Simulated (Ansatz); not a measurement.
Set up this calculation in Ansatz 0.2.0, as the native input.

```
Task                : electron localisation function
Functional          : r2SCAN
Dispersion          : rVV10
Potentials or basis : Ansatz PAW
Cutoff              : 500 eV (not typed: the program's choice for these potentials)
k mesh              : 10 × 10 × 6
Occupations         : tetrahedron
Spin                : no spin polarisation
```

Crystal: Ge.

```xyz
2
Lattice="1.4881 -2.5947 0.0000 1.4881 2.5947 0.0000 0.0000 0.0000 4.7276" Properties=species:S:1:pos:R:3 pbc="T T T"
Ge    1.4881    0.8643    1.1819
Ge    1.4881   -0.8643    3.5457
```

This isn't the form of Ge at room conditions, which is diamond.

The input as run:

input.yaml

```yaml
crystal:
  lattice:
    - [1.488052925, -2.59468961, 0.0]
    - [1.488052925, 2.59468961, 0.0]
    - [0.0, 0.0, 4.72759579]
  atoms:
    - { symbol: Ge, position: [0.33344663, 0.66655337, 0.25] }
    - { symbol: Ge, position: [0.66655337, 0.33344663, 0.75] }
hamiltonian:
  xc: r2scan
  pseudopotentials: { kind: paw }
  dispersion: rvv10
kpoints:
  mp_grid: { grid: [10, 10, 6] }
scf:
  occupations: { method: tetrahedron }
output:
  forces: true
  stress: true
  write_density: true
  write_potential: true
  elf: true
  volumetric_format: npy
```

Potentials or basis: Ansatz PAW.

Command:

```bash
$ ansatz run input.yaml --threads 2 --pin off --max-ram 5632MiB --backend cpu --events-out ev --progress --plain --runs-dir out
```

Results of the run:

```
Pressure               : 1.2 GPa
Band gap on the k mesh : none (metal or under the smearing width)
```

Caveat: the PAW data sets come from PBE, with cores solved anew for the run's functional, which leaves a small shift of forces and pressure; with tetrahedron occupations forces and stress needn't match the slope of the energy.

Run time: 6.8 s on 2 threads of Intel(R) Xeon(R) Platinum 8259CL CPU @ 2.50GHz (Skylake/Cascade Lake), with other jobs on the host, peak memory 0.54 GiB.
